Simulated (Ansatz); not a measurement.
## PbF2, relaxed from a CdCl2-type start to space group Fm-3m (read at 0.02 Å): what the numbers say

**What was measured.** A cell as deposited of cubic PbF2 (space group Fm-3m), temperature not stated, from the Crystallography Open Database (2011, doi:10.1127/0935-1221/2011/0023-2136), has a = 5.931 Å and 17.38 Å³/atom.

Computed with Ansatz (plane waves, PAW, 420 eV cutoff): PBE, scalar-relativistic, no spin polarisation, 10×10×10 k-mesh, Gaussian smearing of 0.05 eV. The datasets are Ansatz's generated set soft_2.

The start was a prototype's sites filled with these elements; the Crystallography Open Database holds the compound in this structure.

The relaxed structure (symmetry read at 0.01 Å). Symmetry: Fm-3m, No. 225, cubic system. Conventional cell: a = 6.001 Å, b = 6.001 Å, c = 6.001 Å, α = 90.00°, β = 90.00°, γ = 90.00°. Pb (site symmetry m-3m) has 8 F at 2.60 Å as nearest neighbours. Around F (site symmetry -43m) lie 4 Pb at 2.60 Å. (Shells end 15 % past the nearest neighbour.)

Results at this level of theory:

* Volume: 18.01 Å³/atom
* Band gap: 4.42 eV
* Smallest direct gap: 4.56 eV
* Bader charges: Pb 1.58; F -0.79 e
* Formation energy from the elements (0 K, uncorrected): -2.37 eV/atom
* Bulk modulus (Birch–Murnaghan): 66 GPa
* Pressure derivative B0′: 4.8
* Shear modulus (Hill): 23 GPa
* Young's modulus: 61 GPa
* Poisson's ratio: 0.35
* Elastically stable: yes

It is indirect: 4.42 eV, against 4.56 eV for the smallest direct gap. Within 0.6 eV of the edges the projected states are 70 % F 2p at the top of the valence band and 85 % Pb 6p at the bottom of the conduction band. The valence edge mixes anion p with metal states, so the bond is partly covalent and the gap isn't a plain transfer from F to Pb.

**Question.** What fixes the bond lengths?

**Answer.** Shannon's ionic radii give a check on the bond lengths: Pb²⁺ with 8 neighbours 1.29 Å + F⁻ 1.31 Å = 2.60 Å against a computed mean of 2.60 Å. Sums and bonds agree within 3 %, so ion sizes set the bond lengths.

Bader charges against formal ones: Pb +1.58 (+2), F −0.79 (−1). The cations give up 79 % of the formal charge; Bader charges stay under formal ones because the anions' density reaches into the cations' basins.

**Question.** How stiff is it, in energy terms?

**Answer.** B0·V0 = 66.5 GPa × 18.01 Å³ = 7.47 eV/atom sets the scale: near the minimum ΔE ≈ ½ B0 V0 x², with x = V/V0 − 1, and a pressure of 0.7 GPa squeezes the volume by about 1 %. At the ends of the curve: x = −5.5 % predicts 11.3 meV/atom and the run gives 12.6; x = +10.0 % predicts 37.3 meV/atom and the run gives 31.1. Compression costs more and expansion less than the parabola says, since the crystal stiffens as it shrinks; B0′ measures that.

**Question.** Which Debye temperature follows from the elastic moduli?

**Answer.** K = 67 GPa and G = 23 GPa (Hill). With a density of 7.537 g/cm³ (mean mass 81.7 u, 18.01 Å³/atom), K = 66.6 and G = 22.62 GPa from the unrounded constants, v_l = √((K + 4G/3)/ρ) = 3580 m/s and v_t = √(G/ρ) = 1730 m/s. The mean [(1/v_l³ + 2/v_t³)/3]^(−1/3) is 1950 m/s, and θ_D = (ħ/k_B)(6π²/V)^(1/3) v_m ≈ 220 K, with V the volume an atom.

**Against experiment.** PBE gives 6.001 Å and 18.01 Å³/atom, +3.6 % in volume (+1.2 % in length) from the database's cell. PBE usually overestimates volumes by a few per cent. The static lattice also lacks zero-point motion and thermal expansion, roughly 1.0 to 2.6 % in volume at 300 K (room temperature assumed) by Grüneisen's rule, γ·3k_BT/(B0·V0) with γ of 1 to 2.5, so its own overestimate is larger than the figure. Spin–orbit coupling, left out, also moves the volume of such heavy elements' compounds.

Kohn–Sham gaps of semilocal functionals lie under measured ones, often by a third or more. For elements this heavy, spin–orbit coupling would shift levels and gaps; it isn't included here.
